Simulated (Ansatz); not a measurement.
# C5N: the cost of one run

Computed with Ansatz 0.2.0 (DFT PBE+D3(BJ), scalar-relativistic, plane waves, PAW, unless a step's input says otherwise).

11 further runs of the same task are left out: 11 set aside as unsound or not needed.

## 1. The structure to begin with

It takes space group R-3m (No. 166, trigonal). The conventional cell has a = 2.465 Å, b = 2.465 Å, c = 10.075 Å, α = 90.00°, β = 90.00°, γ = 120.00°. C (site symmetry 3m) is surrounded by 3 C at 1.42 Å.

Coordinates:

```
C
1.0
     1.23248    0.71157    3.35822
    -1.23248    0.71157    3.35822
     0.00000   -1.42314    3.35822
C
2
Direct
  0.16661 0.16661 0.16661
  0.83339 0.83339 0.83339
```

It is the result of an earlier relaxation at this level (volume 8.84 Å³/atom; gap on the mesh: 0.65 eV).

## 3. Setting up the map

Atoms count from 1 in the order of the input.

N2 is moved over the surface cell at a fixed height above a rigid substrate; the origin of the map has the adsorbate above C9; the height is held at 2.70 Å.

- position of N11 along the first surface vector, from above C9: 4 values from 0.00 to 0.75, periodic
- position of N11 along the second surface vector, from above C9: 4 values from 0.00 to 0.75, periodic

Nothing else is relaxed. Points are written as (first, second).

The two vectors of the plane (Å): (3.647, 0.000, 0.000); (-1.666, 3.931, 0.000).

(The set-up runs are not shown.)

## 4. The run at (2/4, 0/4) of the map's two axes

Input file input.yaml:

```yaml
crystal:
  lattice:
    - [3.6473242087, 0.0, 0.0]
    - [-1.6658829526, 3.931015092, 0.0]
    - [0.0, 0.0, 23.1309581756]
  atoms:
    - { symbol: C, position: [0.500179934, 0.3333933113, 0.1729284178] }
    - { symbol: C, position: [0.499820066, 0.6666066887, 0.1729284178] }
    - { symbol: C, position: [0.500179934, 0.8333933113, 0.2262110668] }
    - { symbol: C, position: [0.499820066, 0.1666066887, 0.2262110668] }
    - { symbol: C, position: [0.5000212336, 0.335316966, 0.2794744906] }
    - { symbol: C, position: [0.4999787664, 0.664683034, 0.2794744906] }
    - { symbol: C, position: [0.5001286265, 0.8366480411, 0.3329734377] }
    - { symbol: C, position: [0.4998713735, 0.1633519589, 0.3329734377] }
    - { symbol: C, position: [0.4997623706, 0.354433528, 0.3817809063] }
    - { symbol: C, position: [0.5002376294, 0.645566472, 0.3817809063] }
    - { symbol: "N", position: [0.9997623706, 0.354433528, 0.4985075883] }
    - { symbol: "N", position: [0.9997623706, 0.354433528, 0.5460629032] }
basis:
  ecutwfc: 420
kpoints:
  mp_grid: { grid: [8, 7, 1] }
hamiltonian:
  xc: pbe
  pseudopotentials: { kind: paw, azcp: { folder: soft_1 } }
  dispersion: d3bj
scf:
  occupations: { method: gaussian, width: 0.05 }
output:
  forces: true
  eigenvalues: true
efield:
  axis: 3
  dipole_correction: true
  ramp_width: 0.04
```

Launch:

```bash
$ ansatz run input.yaml --threads 1 --pin off --max-ram 3072MiB --backend cpu --events-out ev --progress --plain --runs-dir out
```

Q: Estimate wall time and peak memory on 1 thread of Intel Xeon Platinum 8488C (Sapphire Rapids), shared host.

About 23 s, with a peak of 0.64 GiB.
